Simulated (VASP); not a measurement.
## From an Ansatz input to VASP: NaH (strained NiAs)

Ansatz input

```yaml
crystal:
  lattice:
    - [3.2700352224, 0.0, 0.0]
    - [-1.6350176112, 2.8319335739, 0.0]
    - [0.0, 0.0, 5.7446556689]
  atoms:
    - { symbol: Na, position: [0.0, 0.0, 0.0] }
    - { symbol: Na, position: [0.0, 0.0, 0.5] }
    - { symbol: H, position: [0.3333333333, 0.6666666667, 0.25] }
    - { symbol: H, position: [0.6666666667, 0.3333333333, 0.75] }
kpoints:
  mp_grid: { grid: [12, 12, 4] }
  band_path:
    path:
      - [0.0, 0.0, 0.0]
      - [0.5, 0.0, 0.0]
      - [0.3333333333, 0.3333333333, 0.0]
      - [0.0, 0.0, 0.5]
      - [0.5, 0.0, 0.5]
      - [0.3333333333, 0.3333333333, 0.5]
      - [0.0, -0.5, 0.25]
      - [0.265625, 0.270833, 0.0]
    npoints: 1
hamiltonian:
  xc: r2scan
scf:
  occupations: { method: fixed }
  n_extra_bands: 5
output:
  forces: true
  stress: true
  eigenvalues: true
```

Task: Write VASP inputs for this cell and level of theory.

Result: 

INCAR

```
EDIFF = 1E-7
NBANDS = 16
ISMEAR = 0
METAGGA = R2SCAN
ENCUT = 520
PREC = Accurate
LWAVE = .FALSE.
IBRION = -1
ISIF = 2
ALGO = Normal
NSW = 0
SIGMA = 0.01
NELM = 120
LREAL = .FALSE.
LASPH = .TRUE.
LCHARG = .FALSE.
```

KPOINTS

```
KPOINTS created by Atomic Simulation Environment
0
Gamma
12 12 4
0 0 0
```

KPOINTS_OPT

```
special points
8
Reciprocal
0.0000000000 0.0000000000 0.0000000000 1
0.5000000000 0.0000000000 0.0000000000 1
0.3333333333 0.3333333333 0.0000000000 1
0.0000000000 0.0000000000 0.5000000000 1
0.5000000000 0.0000000000 0.5000000000 1
0.3333333333 0.3333333333 0.5000000000 1
0.0000000000 -0.5000000000 0.2500000000 1
0.2656250000 0.2708330000 0.0000000000 1
```

POSCAR

```
Na H
 1.0000000000000000
     3.2700352224183038    0.0000000000000000    0.0000000000000000
    -1.6350176112091519    2.8319335738841485    0.0000000000000000
     0.0000000000000000    0.0000000000000000    5.7446556689000001
 Na  H
   2   2
Cartesian
  0.0000000000000000  0.0000000000000000  0.0000000000000000
  0.0000000000000000  0.0000000000000000  2.8723278344499996
 -0.0000000000000001  1.8879557159227651  1.4361639172249998
  1.6350176112091515  0.9439778579613826  4.3084917516749988
```

VASP ran with the recommended PBE PAW datasets (16 valence electrons in the cell). Other inputs would serve too.

```csv
,Ansatz,VASP
gap between bands v and c,4.07 eV,4.09 eV
least direct gap,5.17 eV,5.17 eV
pressure,1.1 GPa,0.9 GPa
```

Datasets and cutoffs are each program's own. VASP's cell holds 16 valence electrons and Ansatz's 20. Ansatz's stress includes a Pulay correction; VASP's doesn't.
